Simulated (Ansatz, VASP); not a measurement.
One calculation of Sn, two programs

```
Sn
1.0
    -1.85220    1.85220    1.85220
     1.85220   -1.85220    1.85220
     1.85220    1.85220   -1.85220
Sn
1
Direct
  0.00000 0.00000 0.00000
```

Alike in both runs: task single point; functional LDA; k mesh 13 × 13 × 13; occupations fermi-dirac, width 0.1 eV; no spin polarisation.

|  | VASP | Ansatz |
| --- | --- | --- |
| version | VASP 6.6.1 | Ansatz 0.2.0 |
| potentials or method | VASP PAW LDA potentials, release 64 (Sn_d) | plane waves (420 eV) with PAW, scalar-relativistic |
| plane-wave cutoff (eV) | 520 | 420 |
| valence electrons in the cell | 14 | 14 |

|  | VASP | Ansatz | Ansatz less VASP |
| --- | --- | --- | --- |
| pressure (GPa) | 0.2 | 0.3 | +0.01 |

Ansatz warned: «pseudo_functional_mismatch».
